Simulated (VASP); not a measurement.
# Bi (Im-3m) in VASP: further runs, part 2 of 2

VASP 6.6.1. Earlier steps stand in the parts before.

### Step 4. Relaxation of the atoms, PBE+D3(BJ) (a relaxed cell with its volume scaled by 1.04)

INCAR reads:

```
SYSTEM = Bi
ALGO = Normal
EDIFF = 1E-7
EDIFFG = -0.01
ENCUT = 600
GGA = PE
IBRION = 2
ISIF = 2
ISMEAR = 1
IVDW = 12
LASPH = .True.
LCHARG = .False.
LREAL = .False.
LWAVE = .False.
NELM = 80
NSW = 40
PREC = Accurate
SIGMA = 0.1
```

KPOINTS reads:

```
k-points
0
Gamma
  14 14 14
  0 0 0
```

POSCAR reads:

```
Bi                                      
1.0
   -1.9843602733      1.9843602733      1.9843602733
    1.9843602733     -1.9843602733      1.9843602733
    1.9843602733      1.9843602733     -1.9843602733
  Bi            
     1
Direct
     0.0000000000000000    0.0000000000000000    0.0000000000000000
```

Potentials or basis: VASP PAW PBE potentials, release 64 (Bi_d).

Started as:

```
$ cat potpaw_PBE.64/Bi_d/POTCAR > POTCAR
$ mpirun -np 1 vasp_std > vasp.out
```

OUTCAR:

```text
SYSTEM = Bi
   EDIFF = 1E-7
   EDIFFG = -0.01
   ENCUT = 600
   GGA = PE
   IBRION = 2
   ISIF = 2
   ISMEAR = 1
   IVDW = 12
   LASPH = .True.
   LREAL = .False.
   NELM = 80
   NSW = 40
   PREC = Accurate
 IVDW          = 12

 ion  position               nearest neighbor table
   1  0.000  0.000  0.000-

  LATTYP: Found a body centered cubic cell.
 ALAT       =     3.9687205466

  Lattice vectors:

 A1 = (  -1.9843602733,   1.9843602733,   1.9843602733)
[... 520 lines left out ...]
 [... further k-points ...]

------------------------ aborting loop because EDIFF is reached ----------------------------------------

 Edisp (eV)   -0.50444

 E8    (eV) :    -0.2480

  FORCE on cell =-STRESS in cart. coord.  units (eV):
  Direction    XX          YY          ZZ          XY          YZ          ZX
  --------------------------------------------------------------------------------------
  -------------------------------------------------------------------------------------
  Total      -0.40814    -0.40814    -0.40814    -0.00000     0.00000    -0.00000
  in kB     -20.92199   -20.92199   -20.92199    -0.00000     0.00000    -0.00000
  external pressure =      -20.92 kB  Pullay stress =        0.00 kB

 VOLUME and BASIS-vectors are now :
 -----------------------------------------------------------------------------
  energy-cutoff  :      600.00
  volume of cell :       31.26
      direct lattice vectors                 reciprocal lattice vectors
    -1.984360273  1.984360273  1.984360273     0.000000000  0.251970374  0.251970374
     1.984360273 -1.984360273  1.984360273     0.251970374  0.000000000  0.251970374
     1.984360273  1.984360273 -1.984360273     0.251970374  0.251970374  0.000000000

 POSITION                                       TOTAL-FORCE (eV/Angst)
 -----------------------------------------------------------------------------------
      0.00000      0.00000      0.00000        -0.000000      0.000000     -0.000000
 -----------------------------------------------------------------------------------
    total drift:                               -0.000000     -0.000000     -0.000000

  FREE ENERGIE OF THE ION-ELECTRON SYSTEM (eV)
  ---------------------------------------------------
  free  energy   TOTEN  =        -4.2532022984 eV

  energy  without entropy=       -4.2524781551  energy(sigma->0) =       -4.25296092

 reached required accuracy - stopping structural energy minimisation
```

OSZICAR:

```text
N       E                     dE             d eps       ncg     rms          rms(c)
DAV:   1     0.108549320506E+03    0.10855E+03   -0.88385E+03  2294   0.173E+03
DAV:   2     0.174807922610E+01   -0.10680E+03   -0.10465E+03  2329   0.377E+02
DAV:   3    -0.361792715196E+01   -0.53660E+01   -0.52886E+01  2652   0.904E+01
DAV:   4    -0.374674501422E+01   -0.12882E+00   -0.12855E+00  2687   0.151E+01
DAV:   5    -0.375232076318E+01   -0.55757E-02   -0.55755E-02  2969   0.281E+00    0.457E-01
DAV:   6    -0.374896443430E+01    0.33563E-02   -0.92102E-03  2815   0.152E+00    0.275E-01
DAV:   7    -0.374869836453E+01    0.26607E-03   -0.61339E-03  2684   0.124E+00    0.820E-02
DAV:   8    -0.374876810585E+01   -0.69741E-04   -0.50406E-04  2621   0.405E-01    0.103E-02
DAV:   9    -0.374876615600E+01    0.19499E-05   -0.11352E-05  2952   0.574E-02    0.543E-03
DAV:  10    -0.374876589634E+01    0.25966E-06   -0.18634E-06  2518   0.173E-02    0.857E-04
DAV:  11    -0.374876594392E+01   -0.47577E-07   -0.11074E-07  1701   0.588E-03
   1 F= -.42532023E+01 E0= -.42529609E+01  d E =-.425320E+01
```

CONTCAR:

```text
Bi
   1.00000000000000
    -1.9843602733000001    1.9843602733000001    1.9843602733000001
     1.9843602733000001   -1.9843602733000001    1.9843602733000001
     1.9843602733000001    1.9843602733000001   -1.9843602733000001
  Bi
     1
Direct
     0.0000000000000000    0.0000000000000000    0.0000000000000000

  0.00000000E+00  0.00000000E+00  0.00000000E+00
```

Run time: 12 s. Hardware: 1 thread of Intel Xeon 6975P-C (Granite Rapids), shared host; peak memory 0.19 GiB.

What came out:

- Free energy: -4.2532 eV
- Pressure after relaxing: -2.1 GPa
- Band gap on the k mesh: none (metal or under the smearing width)
- Dispersion energy per atom: -0.504 eV

Final structure:
```xyz
1
Lattice="-1.9844 1.9844 1.9844 1.9844 -1.9844 1.9844 1.9844 1.9844 -1.9844" Properties=species:S:1:pos:R:3 pbc="T T T"
Bi    0.0000    0.0000    0.0000
```

Caveat: the relaxation stopped at its first step, so nothing moved; spin-orbit coupling is left out, which moves the levels of the heavy elements; pairwise dispersion overbinds metals, which lowers pressure and volume.

### Step 5. Relaxation of the atoms, PBE+D3(BJ) (a relaxed cell with its volume scaled by 1.06)

INCAR is that of step 4.

KPOINTS is that of step 4.

POSCAR reads:

```
Bi                                      
1.0
   -1.9969998515      1.9969998515      1.9969998515
    1.9969998515     -1.9969998515      1.9969998515
    1.9969998515      1.9969998515     -1.9969998515
  Bi            
     1
Direct
     0.0000000000000000    0.0000000000000000    0.0000000000000000
```

Started as:

```
$ cat potpaw_PBE.64/Bi_d/POTCAR > POTCAR
$ mpirun -np 1 vasp_std > vasp.out
```

It took 12 s on 1 thread of Intel Xeon 6975P-C (Granite Rapids), shared host; peak memory 0.19 GiB.

Results (log left out):

```yaml
Free_energy: -4.2437 eV
Pressure_after_relaxing: -3.0 GPa
Band_gap_on_the_k_mesh: none (metal or under the smearing width)
Dispersion_energy_per_atom: -0.495 eV
```

Final structure:
```
Bi
1.0
    -1.99700    1.99700    1.99700
     1.99700   -1.99700    1.99700
     1.99700    1.99700   -1.99700
Bi
1
Direct
  0.00000 0.00000 0.00000
```

Levels at points of the mesh, in eV from the Fermi level:
| k point | band 3 | band 4 | band 5 | band 6 | band 7 | band 8 | band 9 | band 10 | band 11 |
| --- | --- | --- | --- | --- | --- | --- | --- | --- | --- |
| (0.00, 0.00, 0.00) | -22.96 | -22.84 | -22.84 | -13.29 | 5.02 | 5.02 | 5.02 | 8.90 | 10.54 |
| (0.50, 0.00, 0.00) | -22.84 | -22.84 | -22.76 | -10.38 | -4.87 | 1.60 | 3.46 | 5.95 | 7.58 |
| (0.50, 0.50, 0.50) | -22.78 | -22.78 | -22.78 | -8.37 | -1.68 | -1.68 | -1.68 | 3.62 | 3.62 |

Caveat: the relaxation stopped at its first step, so nothing moved; spin-orbit coupling is left out, which moves the levels of the heavy elements; pairwise dispersion overbinds metals, which lowers pressure and volume.

### Step 6. Overview

| cell | gap on the mesh (eV) | pressure (GPa) |
| --- | --- | --- |
| atoms relaxed | none | 0.0 |
| atoms relaxed from: a relaxed cell with its volume scaled by 1.02 | none | -1.1 |
| atoms relaxed from: a relaxed cell with its volume scaled by 1.04 | none | -2.1 |
| atoms relaxed from: a relaxed cell with its volume scaled by 1.06 | none | -3.0 |

Alike in all rows: task relaxation of the atoms; level PBE+D3(BJ); potentials or basis VASP PAW PBE potentials, release 64 (Bi_d); no spin polarisation; k mesh 14 × 14 × 14; cutoff (eV) 600; smearing methfessel-paxton 0.1 eV.

Caveats: the relaxation stopped at its first step, so nothing moved; spin-orbit coupling is left out, which moves the levels of the heavy elements; pairwise dispersion overbinds metals, which lowers pressure and volume.

Total energies depend on the potentials used, so only differences within one code and one set of settings carry meaning.
